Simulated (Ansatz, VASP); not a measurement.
## PbS in VASP and in Ansatz

```
Pb S
1.0
     2.06597    1.19279    3.27207
    -2.06597    1.19279    3.27207
     0.00000   -2.38558    3.27207
Pb S
1 1
Cartesian
  0.0000 0.0000 9.7202
  0.0000 0.0000 4.5683
```

Alike in both runs: task single point; functional PBEsol; k mesh 9 × 9 × 9; occupations gaussian, width 0.02 eV; no spin polarisation.

|  | VASP | Ansatz |
| --- | --- | --- |
| version | VASP 6.6.1 | Ansatz 0.2.0 |
| potentials or method | VASP PAW PBE potentials, release 64 (Pb_d, S) | scalar-relativistic, plane waves, PAW |
| plane-wave cutoff (eV) | 520 | 420 |
| valence electrons in the cell | 20 | 20 |

Ansatz gave:

- gap on the k mesh at the Fermi level (eV): 0.79
- least direct gap on the mesh (eV): 0.79
- pressure (GPa): 5.1
- largest component of the traceless stress (GPa): 0.64
- rms of the force components (eV/Å): 0.257

Task: What did VASP give for the same quantities?

Result: gap on the k mesh at the Fermi level (eV): 0.79; least direct gap on the mesh (eV): 0.79; pressure (GPa): 5.1; largest component of the traceless stress (GPa): 0.64; rms of the force components (eV/Å): 0.259.

Atom by atom the forces differ by 0.002 eV/Å (rms over components).

Caveats: the PAW data sets were made with another functional, which shifts forces and pressure a little (VASP). The runs have no spin-orbit coupling, so splittings on Pb are missing.
